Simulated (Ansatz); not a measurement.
Layered crystal of CdI₂, relaxed:

```cif
data_structure
_symmetry_space_group_name_H-M 'P 1'
_symmetry_Int_Tables_number 1
_cell_length_a 4.2419
_cell_length_b 4.2419
_cell_length_c 20.5043
_cell_angle_alpha 90.000
_cell_angle_beta 90.000
_cell_angle_gamma 120.000
_cell_volume 319.52
loop_
_atom_site_label
_atom_site_type_symbol
_atom_site_fract_x
_atom_site_fract_y
_atom_site_fract_z
_atom_site_occupancy
Cd1 Cd 0.66667 0.33333 0.33288 1
Cd2 Cd 0.33333 0.66667 0.66712 1
Cd3 Cd 0.00000 0.00000 0.00000 1
I1 I 0.33333 0.66667 0.08439 1
I2 I 0.33333 0.66667 0.41726 1
I3 I 0.66667 0.33333 0.91561 1
I4 I 0.66667 0.33333 0.58274 1
I5 I 0.00000 0.00000 0.24852 1
I6 I 0.00000 0.00000 0.75148 1
```

Theory: DFT PBE+D3(BJ), scalar-relativistic, plane waves, PAW (Ansatz 0.2.0). Plane waves to 420 eV, a k mesh through Γ of 9×9×2 on the computed 9-atom cell and Gaussian smearing (0.02 eV); no spin polarisation.

(1) What does it cost to take out one layer and relax it free-standing?

Gaps are read on the k meshes alone.

Spin-orbit coupling is left out, which matters for the bands of heavy elements. An odd mesh misses points on the zone edge, so a gap read on it can be too wide.

## Answers

(1) 13.9 meV/Å² (72 meV/atom). The layer's area changes by 0.0 %. The gap on the mesh goes from 2.22 eV to 2.50 eV. The layer is isolated along c and computed on a 9×9×1 mesh.